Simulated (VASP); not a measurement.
**BeTe in VASP: one cell, several levels of theory**

BeTe built on the zincblende prototype, under -3.0 % biaxial strain in x and y, free along z is computed at one geometry. Runs: PBE, r2SCAN. The results are then set beside those of Ansatz 0.2.0 for the same cell.

The runs shown are made with VASP 6.6.1. PAW datasets, plane waves. Calculated at 0 K for a non-magnetic cell.

## 1. The structure to begin with

The cell comes from an earlier relaxation with r2SCAN in another program, then strained, with the atoms relaxed again.

The symmetry is I-4m2 (No. 119, tetragonal); conventional cell a = 3.880 Å, c = 5.782 Å, 21.76 Å³ an atom. Be has 4 Te at 2.42 Å; Te has 4 Be at 2.42 Å.

Coordinates:

```cif
data_structure
_symmetry_space_group_name_H-M 'I-4m2'
_symmetry_Int_Tables_number 119
_cell_length_a 3.8803
_cell_length_b 3.8803
_cell_length_c 5.7819
_cell_angle_alpha 90.000
_cell_angle_beta 90.000
_cell_angle_gamma 90.000
_cell_volume 87.05
loop_
_atom_site_label
_atom_site_type_symbol
_atom_site_symmetry_multiplicity
_atom_site_Wyckoff_symbol
_atom_site_fract_x
_atom_site_fract_y
_atom_site_fract_z
_atom_site_occupancy
Be1 Be 2 a 0.00000 0.00000 0.00000 1
Te1 Te 2 d 0.50000 0.00000 0.25000 1
```

## 2. PBE

INCAR reads:

```
ENCUT = 520.000000
SIGMA = 0.020000
EDIFF = 1.00e-07
GGA = PE
PREC = Accurate
IBRION = -1
ISIF = 2
ISMEAR = -1
NBANDS = 11
NELM = 120
NSW = 0
LASPH = .TRUE.
LCHARG = .FALSE.
LWAVE = .FALSE.
LREAL = .FALSE.
```

KPOINTS reads:

```
KPOINTS created by Atomic Simulation Environment
0
Gamma
8 8 8
0 0 0
```

KPOINTS_OPT reads:

```
special points
7
Reciprocal
0.0000000000 0.0000000000 0.0000000000 1
-0.5000000000 -0.5000000000 0.0000000000 1
-0.3750000000 -0.3750000000 0.2500000000 1
-0.3750000000 0.0000000000 0.3750000000 1
0.0000000000 0.0000000000 0.5000000000 1
-0.5000000000 -0.2500000000 0.2500000000 1
0.0000000000 0.5000000000 0.5000000000 1
```

POSCAR reads:

```
Be Te
 1.0000000000000000
     0.0000000000000000    2.7437649167000000    2.8909264500999998
     2.7437649167000000    0.0000000000000000    2.8909264500999998
     2.7437649167000000    2.7437649167000000    0.0000000000000000
 Be  Te
   1   1
Cartesian
  0.0000000000000000  0.0000000000000000  0.0000000000000000
  1.3718824583500000  1.3718824583500000  1.4454632250499999
```

The run uses the recommended PBE PAW datasets (8 valence electrons a neutral cell).

The run is started by

```bash
> mpirun -np 1 vasp_std
```

## 3. r2SCAN

INCAR reads:

```
ENCUT = 520.000000
SIGMA = 0.010000
EDIFF = 1.00e-07
ALGO = Normal
METAGGA = R2SCAN
PREC = Accurate
IBRION = -1
ISIF = 2
ISMEAR = 0
NBANDS = 11
NELM = 120
NSW = 0
LASPH = .TRUE.
LCHARG = .TRUE.
LELF = .TRUE.
LWAVE = .FALSE.
LREAL = .FALSE.
```

KPOINTS is that of step 2.

KPOINTS_OPT is that of step 2.

POSCAR is that of step 2.

Before running it: what results should come out? Wanted: for each run, gap; pressure; Ansatz: gap; Ansatz: pressure.

**Answer**, as computed:

```
 level  gap (eV)  pressure (GPa)  Ansatz: gap (eV)  Ansatz: pressure (GPa)
   PBE      1.69            2.77              1.70                    2.61
r2SCAN      2.04            2.71              2.05                    2.50
```

**Reading.** The gap runs from 1.69 eV (PBE) to 2.04 eV (r2SCAN). Spin-orbit coupling is left out, though the cell holds Te (Z = 52); in an element this heavy it can shift bands and gaps by tenths of an eV. The two programs agree on the gap within 0.03 eV, far less than the spread between functionals. Each program uses its own PAW datasets and cutoff. VASP's cell holds 8 valence electrons and Ansatz's 18.
